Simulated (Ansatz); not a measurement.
# MoS2 (R-3m): one cell under locks on the spin (series 2), part 2 of 3

Task: run MoS2 (R-3m) at one cell with the spin set up in several ways. Cell and atoms stay fixed.

Ansatz 0.2.0; DFT r²SCAN+U (U_eff = 1 eV on Mo d), plane waves, PAW. Earlier steps stand in the parts before.

### Step 3. Total moment locked at zero, no site moments, 0.00 μB per cell

The COD entry's cell or inner coordinates are ideal or old and differ from later refinements, so a difference from it is no clean test against experiment.

input.yaml

```yaml
crystal:
  lattice:
    - [1.58550029, 0.91538902, 6.11499825]
    - [-1.58550029, -0.91538902, 12.2299965]
    - [0.0, -3.66155608, 12.2299965]
  atoms:
    - { symbol: Mo, position: [0.0, 0.0, 0.0] }
    - { symbol: S, position: [0.75, 0.75, 0.0] }
    - { symbol: S, position: [0.25, 0.25, 0.0] }
    - { symbol: Mo, position: [0.0, 0.0, 0.5] }
    - { symbol: S, position: [0.75, 0.75, 0.5] }
    - { symbol: S, position: [0.25, 0.25, 0.5] }
basis:
  ecutwfc: 500
  ecutrho_ratio: 4
kpoints:
  mp_grid: { grid: [7, 7, 7] }
hamiltonian:
  xc: r2scan
  hubbard:
    sites: [{ site: 0, l: d, u_eff: 1.0 }, { site: 3, l: d, u_eff: 1.0 }]
scf:
  occupations: { method: gaussian, width: 0.05 }
  lower_state_search: "off"
  max_iter: 150
output:
  forces: true
  stress: true
  eigenvalues: true
  populations: true
  hubbard: { sites: [{ site: 0, l: d }, { site: 3, l: d }] }
magnetization:
  spin_polarized: true
  initial_magnetization: 0.0
  spin_locking: { lock_magnetization: hard }
```

The lock stays on to the end, so the result is a constrained state.

Started as:

```console
$ ansatz run input.yaml --threads 8 --pin off --max-ram 12288MiB --backend cpu --events-out ev --progress --plain --runs-dir out
```

The log of the run, cut to the lines that bear on the results:

```text
Warning: output.stress: scf.convergence.dr2_threshold = 1e-7 eV (the SCF's general default) is looser than the 6e-10 eV advised for a printed stress (1e-10 eV for each atom of the cell: 6). What an SCF threshold leaves in a stress goes as its square root, and in the free energy as the [...]
Warning: RAYON_NUM_THREADS=8 ignored (pool sized by the plan → 8); use --threads N
[...]
  Mo3 d_4D: site group D3d (-3m); on the run's cell C2h (2/m)
  Mo3 d_4D up     Tr n = 2.5703  λ = 0.462 0.465 0.535 0.551 0.557  [xy 0.54 Eg(1.00)/Ag(1.00) | x2-y2 0.51 Eg(1.00)/Bg(1.00) | z2 0.78 A1g(0.78)/Ag(1.00) | xz 0.41 Eg(0.78)/Ag(1.00) | yz 0.51 Eg(1.00)/Bg(1.00)]
  Mo3 d_4D dn     Tr n = 2.5703  λ = 0.462 0.465 0.535 0.551 0.557  [xy 0.54 Eg(1.00)/Ag(1.00) | x2-y2 0.51 Eg(1.00)/Bg(1.00) | z2 0.78 A1g(0.78)/Ag(1.00) | xz 0.41 Eg(0.78)/Ag(1.00) | yz 0.51 Eg(1.00)/Bg(1.00)]
  Tr n, λ and their labels are of the run-group-symmetrised matrices; stabiliser: 16 of 16 elements of G0×{1,Θ} (closed), max defect 1.7e-15 at τ = 3.8e-4
```

It took 15 s on 8 threads of Arm Neoverse N1, shared host; peak memory 1.3 GiB.

Result: no gap, pressure 7.1 GPa, no moment over 0.05 μB in any sphere, largest force component 0.75 eV/Å, 8 symmetry operations imposed.

How the shells are filled (orbitals counted by the eigenvalues of the occupation matrices):

```tsv
shell	channel	electrons	over 0.8	0.2 to 0.8	under 0.2
Mo 4d (atom 1)	up	2.57	0	5	0
Mo 4d (atom 1)	down	2.57	0	5	0
```

### Step 4. Antiferromagnetic directions held

input.yaml

```yaml
crystal:
  lattice:
    - [1.58550029, 0.91538902, 6.11499825]
    - [-1.58550029, -0.91538902, 12.2299965]
    - [0.0, -3.66155608, 12.2299965]
  atoms:
    - { symbol: Mo, position: [0.0, 0.0, 0.0], spin: 2.0 }
    - { symbol: S, position: [0.75, 0.75, 0.0] }
    - { symbol: S, position: [0.25, 0.25, 0.0] }
    - { symbol: Mo, position: [0.0, 0.0, 0.5], spin: -2.0 }
    - { symbol: S, position: [0.75, 0.75, 0.5] }
    - { symbol: S, position: [0.25, 0.25, 0.5] }
basis:
  ecutwfc: 500
  ecutrho_ratio: 4
kpoints:
  mp_grid: { grid: [7, 7, 7] }
hamiltonian:
  xc: r2scan
  hubbard:
    sites:
      - { site: 0, l: d, u_eff: 1.0, starting_ns: [{ spin: up, occupation_matrix: s0up }, { spin: down, occupation_matrix: s0down }] }
      - { site: 3, l: d, u_eff: 1.0, starting_ns: [{ spin: up, occupation_matrix: s3up }, { spin: down, occupation_matrix: s3down }] }
    occupation_matrices:
      s0up:
        matrix:
          - [0.22275, -0.28131, -0.16268, -0.10672, -0.18578]
          - [-0.28131, 0.57109, -0.053, -0.044, 0.36872]
          - [-0.16268, -0.053, 0.63373, 0.4186, -0.04329]
          - [-0.10672, -0.044, 0.4186, 0.30563, -0.03477]
          - [-0.18578, 0.36872, -0.04329, -0.03477, 0.2668]
      s0down:
        matrix:
          - [0.02, 0.0, 0.0, 0.0, 0.0]
          - [0.0, 0.02, 0.0, 0.0, 0.0]
          - [0.0, 0.0, 0.02, 0.0, 0.0]
          - [0.0, 0.0, 0.0, 0.02, 0.0]
          - [0.0, 0.0, 0.0, 0.0, 0.02]
      s3up:
        matrix:
          - [0.02, 0.0, 0.0, 0.0, 0.0]
          - [0.0, 0.02, 0.0, 0.0, 0.0]
          - [0.0, 0.0, 0.02, 0.0, 0.0]
          - [0.0, 0.0, 0.0, 0.02, 0.0]
          - [0.0, 0.0, 0.0, 0.0, 0.02]
      s3down:
        matrix:
          - [0.22275, -0.28131, -0.16268, -0.10672, -0.18578]
          - [-0.28131, 0.57109, -0.053, -0.044, 0.36872]
          - [-0.16268, -0.053, 0.63373, 0.4186, -0.04329]
          - [-0.10672, -0.044, 0.4186, 0.30563, -0.03477]
          - [-0.18578, 0.36872, -0.04329, -0.03477, 0.2668]
    ns_hold: { iters: 8 }
scf:
  occupations: { method: gaussian, width: 0.05 }
  lower_state_search: "off"
  max_iter: 150
output:
  forces: true
  stress: true
  eigenvalues: true
  populations: true
  hubbard: { sites: [{ site: 0, l: d }, { site: 3, l: d }] }
magnetization:
  spin_polarized: true
  spin_locking: { lock_directions: true }
```

The typed matrices are held for 8 cycles. The lock stays on to the end, so the result is a constrained state.

Started as:

```console
$ ansatz run input.yaml --threads 8 --pin off --max-ram 12288MiB --backend cpu --events-out ev --progress --plain --runs-dir out
```

The log of the run, cut to the lines that bear on the results:

```text
Warning: crystal.symmetry: narrowed to the stabiliser of the occupation matrices — unitary ops 4 → 2, anti-unitary 4 → 2; lowered by the specified shells (site 0, l: d), (site 3, l: d); largest admitted image defect 2.2e-16, smallest excluded 1.1e-3 — at a rounding scale rather than a [...]
Warning: output.stress: scf.convergence.dr2_threshold = 1e-7 eV (the SCF's general default) is looser than the 6e-10 eV advised for a printed stress (1e-10 eV for each atom of the cell: 6). What an SCF threshold leaves in a stress goes as its square root, and in the free energy as the [...]
Warning: output.stress: the lock of the moments that magnetization.spin_locking holds to the close lets an SCF meet its threshold on dr2 anywhere within the lock's freeze window, and the stress can move with the moments there: no threshold on dr2 bounds that. The window is the square root [...]
Warning: RAYON_NUM_THREADS=8 ignored (pool sized by the plan → 8); use --threads N
[...]
WARN: hamiltonian.hubbard: on 4 of 4 specified blocks the occupation matrix of this SCF's result fails the test of the specified filling. At site 0 ↑ (sites count from 0 in the list of atoms of the cell that this SCF solves) the least filled combination of the orbitals specified full has [...]
  specified occupation → Mo0 d_4D up: matrix, ‖Δ‖_F = 0.9782, Tr Δ = -0.8541, displaced = 1.0679, d_λ = 0.9377; orbital distance = 0.7704
  specified occupation → Mo0 d_4D dn: matrix, ‖Δ‖_F = 0.9784, Tr Δ = -2.1755, displaced = 1.0877, d_λ = 0.9784; orbital distance = 0.0000
  Mo3 d_4D: site group D3d (-3m); on the run's cell C2h (2/m)
  Mo3 d_4D up     Tr n = 2.2755  λ = 0.398 0.406 0.467 0.490 0.515  [x2-y2 0.74 Eg(1.00)/Bg(1.00) | xy 0.46 Eg(0.61)/Ag(1.00) | z2 0.43 Eg(0.57)/Ag(1.00) | yz 0.74 Eg(1.00)/Bg(1.00) | xz 0.55 Eg(0.82)/Ag(1.00)]
  Mo3 d_4D dn     Tr n = 2.8541  λ = 0.469 0.483 0.556 0.662 0.684  [xy 0.45 Eg(0.98)/Ag(1.00) | yz 0.45 Eg(1.00)/Bg(1.00) | xz 0.36 Eg(0.65)/Ag(1.00) | z2 0.63 A1g(0.63)/Ag(1.00) | x2-y2 0.45 Eg(1.00)/Bg(1.00)]
  specified occupation → Mo3 d_4D up: matrix, ‖Δ‖_F = 0.9784, Tr Δ = -2.1755, displaced = 1.0877, d_λ = 0.9784; orbital distance = 0.0000
  specified occupation → Mo3 d_4D dn: matrix, ‖Δ‖_F = 0.9782, Tr Δ = -0.8541, displaced = 1.0679, d_λ = 0.9377; orbital distance = 0.7704
  Tr n, λ and their labels are of the run-group-symmetrised matrices; stabiliser: 8 of 16 elements of G0×{1,Θ} (closed), max defect 2.0e-6 at τ = 7.4e-4
```

Wall time 2.8 min (8 threads of Arm Neoverse N1, shared host); peak memory 3.9 GiB.

End state: no gap, pressure 8.0 GPa, moments in spheres Mo 0.42, -0.42 μB, largest force component 0.81 eV/Å, 2 symmetry operations imposed. The program reports that the typed filling wasn't kept.

The shells' filling, with natural orbitals sorted by occupation:

```tsv
shell	channel	electrons	over 0.8	0.2 to 0.8	under 0.2
Mo 4d (atom 1)	up	2.85	0	5	0
Mo 4d (atom 1)	down	2.28	0	5	0
Mo 4d (atom 4)	up	2.28	0	5	0
Mo 4d (atom 4)	down	2.85	0	5	0
```

Spin moments on the atoms, as numbers (put along z; the direction is arbitrary without spin–orbit coupling):

```tsv
atom	x (μB)	y (μB)	z (μB)
Mo1	0.00	0.00	0.42
Mo4	0.00	0.00	-0.42
```

### Step 5. Ferrimagnetic site moments held at first, then free

input.yaml

```yaml
crystal:
  lattice:
    - [1.58550029, 0.91538902, 6.11499825]
    - [-1.58550029, -0.91538902, 12.2299965]
    - [0.0, -3.66155608, 12.2299965]
  atoms:
    - { symbol: Mo, position: [0.0, 0.0, 0.0], spin: 2.0 }
    - { symbol: S, position: [0.75, 0.75, 0.0] }
    - { symbol: S, position: [0.25, 0.25, 0.0] }
    - { symbol: Mo, position: [0.0, 0.0, 0.5], spin: -0.8 }
    - { symbol: S, position: [0.75, 0.75, 0.5] }
    - { symbol: S, position: [0.25, 0.25, 0.5] }
basis:
  ecutwfc: 500
  ecutrho_ratio: 4
kpoints:
  mp_grid: { grid: [7, 7, 7] }
hamiltonian:
  xc: r2scan
  hubbard:
    sites: [{ site: 0, l: d, u_eff: 1.0 }, { site: 3, l: d, u_eff: 1.0 }]
scf:
  occupations: { method: gaussian, width: 0.05 }
  lower_state_search: "off"
  max_iter: 150
output:
  forces: true
  stress: true
  eigenvalues: true
  populations: true
  hubbard: { sites: [{ site: 0, l: d }, { site: 3, l: d }] }
magnetization:
  spin_polarized: true
  spin_locking: { lock_spins: true, n_iters: 12 }
```

The lock is temporary (n_iters 12) and is released on the way.

Started as:

```console
$ ansatz run input.yaml --threads 8 --pin off --max-ram 12288MiB --backend cpu --events-out ev --progress --plain --runs-dir out
```

The log of the run, cut to the lines that bear on the results:

```text
Warning: output.stress: scf.convergence.dr2_threshold = 1e-7 eV (the SCF's general default) is looser than the 6e-10 eV advised for a printed stress (1e-10 eV for each atom of the cell: 6). What an SCF threshold leaves in a stress goes as its square root, and in the free energy as the [...]
Warning: RAYON_NUM_THREADS=8 ignored (pool sized by the plan → 8); use --threads N
[...]
  Mo3 d_4D: site group D3d (-3m); on the run's cell C2h (2/m)
  Mo3 d_4D up     Tr n = 2.2756  λ = 0.398 0.406 0.467 0.490 0.515  [x2-y2 0.74 Eg(1.00)/Bg(1.00) | xy 0.46 Eg(0.61)/Ag(1.00) | z2 0.43 Eg(0.57)/Ag(1.00) | yz 0.74 Eg(1.00)/Bg(1.00) | xz 0.55 Eg(0.82)/Ag(1.00)]
  Mo3 d_4D dn     Tr n = 2.8540  λ = 0.469 0.483 0.556 0.662 0.684  [xy 0.45 Eg(0.98)/Ag(1.00) | yz 0.45 Eg(1.00)/Bg(1.00) | xz 0.36 Eg(0.65)/Ag(1.00) | z2 0.63 A1g(0.63)/Ag(1.00) | x2-y2 0.45 Eg(1.00)/Bg(1.00)]
  Tr n, λ and their labels are of the run-group-symmetrised matrices; stabiliser: 8 of 16 elements of G0×{1,Θ} (closed), max defect 1.2e-5 at τ = 8.2e-4
```

Wall time 90 s (8 threads of Arm Neoverse N1, shared host); peak memory 1.4 GiB.

It ends with no gap, pressure 8.0 GPa, moments in spheres Mo 0.42, -0.42 μB, largest force component 0.81 eV/Å, 4 symmetry operations imposed.

How the shells are filled (orbitals counted by the eigenvalues of the occupation matrices):

```tsv
shell	channel	electrons	over 0.8	0.2 to 0.8	under 0.2
Mo 4d (atom 1)	up	2.85	0	5	0
Mo 4d (atom 1)	down	2.28	0	5	0
Mo 4d (atom 4)	up	2.28	0	5	0
Mo 4d (atom 4)	down	2.85	0	5	0
```

Spin moments on the atoms, as numbers (put along z; the direction is arbitrary without spin–orbit coupling):

```tsv
atom	x (μB)	y (μB)	z (μB)
Mo1	0.00	0.00	0.42
Mo4	0.00	0.00	-0.42
```

[end of part 2 of 3]
